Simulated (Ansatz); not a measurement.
## LiH: Born charges and dielectric tensor with HSE03

LiH:

```
CELL_PARAMETERS angstrom
0.00000 2.03675 2.03675
2.03675 0.00000 2.03675
2.03675 2.03675 0.00000
ATOMIC_POSITIONS crystal
Li 0.00000 0.00000 0.00000
H 0.50000 0.50000 0.50000
```

```yaml
Program: Ansatz 0.2.0
Task: Born charges and dielectric tensor
Functional: HSE03
Potentials_or_basis: Ansatz PAW
Cutoff: 420 eV
Density_cutoff: 1680 eV
k_mesh: 6 × 6 × 6
Occupations: gaussian, width 0.01 eV
Spin: collinear spin, ferromagnetic start
Starting_moments: "[0.5, 0.0] μB"
Driver: chain
```

```yaml
Band_gap_on_the_k_mesh: 3.81 eV, direct
Net_moment: 0.00 μB per cell
Absolute_moment: 0.00 μB per cell
Electronic_dielectric_tensor_diagonal: 3.93
Born_charges_mean_of_the_diagonal: Li +1.02; H -1.02 e
```

Levels at points of the mesh, in eV from the valence-band top:
Spin up:
```tsv
k point	band 1	band 2	band 3	band 4	band 5	band 6	band 7
(0.00, 0.00, 0.00)	-47.25	-5.77	17.01	18.75	18.75	18.75	23.21
(0.00, 0.00, -0.50)	-47.21	-2.67	5.61	14.57	17.35	17.35	19.84
(0.00, -0.50, -0.50)	-47.20	0.00	3.81	11.69	11.69	14.73	17.93
(-0.50, 0.00, -0.50)	-47.20	0.00	3.81	11.69	11.69	14.73	17.93
```
Spin down:
| k point | band 1 | band 2 | band 3 | band 4 | band 5 |
| --- | --- | --- | --- | --- | --- |
| (0.00, 0.00, 0.00) | -47.25 | -5.77 | 17.01 | 18.75 | 18.75 |
| (0.00, 0.00, -0.50) | -47.21 | -2.67 | 5.61 | 14.57 | 17.35 |
| (0.00, -0.50, -0.50) | -47.20 | 0.00 | 3.81 | 11.69 | 11.69 |
| (-0.50, 0.00, -0.50) | -47.20 | 0.00 | 3.81 | 11.69 | 11.69 |

Electronic dielectric tensor:
```
3.93 0.00 0.00
0.00 3.93 0.00
0.00 0.00 3.93
```

Born effective charge tensors (e):
atom 1, Li
```
1.02 0.00 0.00
0.00 1.02 0.00
0.00 0.00 1.02
```
atom 2, H
```
-1.02  0.00  0.00
 0.00 -1.02  0.00
 0.00  0.00 -1.02
```

Run time: 58 s on 2 threads of Arm Neoverse V1 (shared host), peak memory 0.85 GiB.

Caveat: the k mesh is coarse (spacing up to 0.45 Å⁻¹), so the values aren't converged, least of all with exact exchange; the starting moments weren't kept. A k mesh can miss the band edges.
